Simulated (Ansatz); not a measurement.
Structure: YN (started from an entry of an open crystallographic database), at its r2SCAN minimum. It is cubic, Fm-3m (No. 225); a = 4.896 Å in the conventional setting, 14.67 Å³ an atom. Y is surrounded by 6 N at 2.45 Å; N is surrounded by 6 Y at 2.45 Å.

```yaml
crystal:
  lattice:
    - [0.00000, 2.44805, 2.44805]
    - [2.44805, 0.00000, 2.44805]
    - [2.44805, 2.44805, 0.00000]
  atoms:
    - { symbol: Y, position: [0.00000, 0.00000, 0.00000] }
    - { symbol: N, position: [0.50000, 0.50000, 0.50000] }
```

5 runs of Ansatz 0.2.0 on this cell differ in the functional (and in the settings that go with it). Levels are in eV from each run's valence top; v1 is the last filled band, c1 the first empty one.

Run A, mean stress -0.6 GPa (compression positive):
```
point      v5     v3     v1    c1    c2    c3
    Γ  -21.68   0.00   0.00  4.24  4.24  4.24
    X  -22.02  -1.65  -0.43  1.15  8.06  8.51
    U  -21.93  -2.27  -1.40  3.50  7.56  8.31
    L  -21.76  -4.25  -2.39  7.01  7.66  7.66
```

Run B, mean stress +0.3 GPa (compression positive):
```
point      v5     v3     v1    c1    c2    c3
    Γ  -20.95   0.00   0.00  3.69  3.69  3.69
    X  -21.28  -1.62  -0.42  0.65  7.44  7.83
    U  -21.19  -2.27  -1.37  2.97  6.89  7.68
    L  -21.03  -4.22  -2.33  6.34  7.01  7.01
```

Run C, mean stress -1.3 GPa (compression positive):
```
point      v5     v3     v1    c1    c2    c3
    Γ  -21.91   0.00   0.00  5.02  5.02  5.02
    X  -22.26  -1.84  -0.47  1.76  8.89  9.34
    U  -22.17  -2.44  -1.48  4.21  8.41  9.23
    L  -21.99  -4.54  -2.50  7.87  8.45  8.57
```

Run D, mean stress 0.0 GPa (compression positive):
```
point      v5     v3     v1    c1    c2    c3
    Γ  -21.20   0.00   0.00  3.55  3.55  3.55
    X  -21.52  -1.53  -0.40  0.58  7.31  7.73
    U  -21.43  -2.17  -1.34  2.86  6.77  7.50
    L  -21.28  -4.05  -2.28  6.21  6.85  6.85
```

Run E, mean stress +1.0 GPa (compression positive):
```
point      v5     v3     v1    c1    c2    c3
    Γ  -20.47   0.00   0.00  3.14  3.14  3.14
    X  -20.79  -1.51  -0.39  0.20  6.83  7.18
    U  -20.71  -2.18  -1.31  2.45  6.24  7.02
    L  -20.56  -4.05  -2.24  5.67  6.35  6.35
```

Q: Match the runs to PBE, r2SCAN, r2SCANh, DDH-PBE0, PBE0.

A: A is r2SCANh, B is DDH-PBE0, C is PBE0, D is r2SCAN, E is PBE. In order of the gap: PBE 0.20, r2SCAN 0.58, DDH-PBE0 0.65, r2SCANh 1.15, PBE0 1.76 eV. The stress vanishes for r2SCAN, which relaxed the cell.

No spin polarisation and no zero-point or thermal motion.

The program warns that its thresholds are loose for a hybrid's stress.

The meshes of the hybrids are coarse, so their gaps aren't converged to the digits shown.
